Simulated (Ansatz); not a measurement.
Runs of Ansatz 0.2.0 on PbS (Galena). It takes space group Fm-3m (No. 225, cubic). Conventional cell: a = 5.931 Å, b = 5.931 Å, c = 5.931 Å, α = 90.00°, β = 90.00°, γ = 90.00°. Around Pb (site symmetry m-3m) lie 6 S at 2.97 Å. S (site symmetry m-3m) is surrounded by 6 Pb at 2.97 Å. 

```csv
share of exact exchange,gap on the mesh (eV),pressure (GPa)
0.05,0.44,2.1
0.5,1.32,0.3
0.4,1.11,0.6
0.25,(b),1.2
0.1,0.53,1.9
0.2,(a),1.4
0.3,0.91,1.0
0.15,0.62,1.6
```

Alike in all rows: task single point; level HSE06 form with a typed share of exact exchange; potentials or basis Ansatz PAW; no spin polarisation; cell as given; k mesh 4 × 4 × 4; cutoff (eV) 420; smearing fermi-dirac 0.05 eV; the mesh is coarse, so values aren't converged.

Question: Fill in the values left out.

Answer: (a) 0.71; (b) 0.81.

Caveats: all runs use coarse meshes; spin-orbit coupling is left out, which as a rule narrows the gap of such compounds by several tenths of an eV; the PAW data sets come from PBE, with cores solved anew for the run's functional, which leaves a small shift of forces and pressure; the thresholds are loose for stress.

A k mesh can miss the band edges, and the runs leave out spin-orbit coupling on Pb.
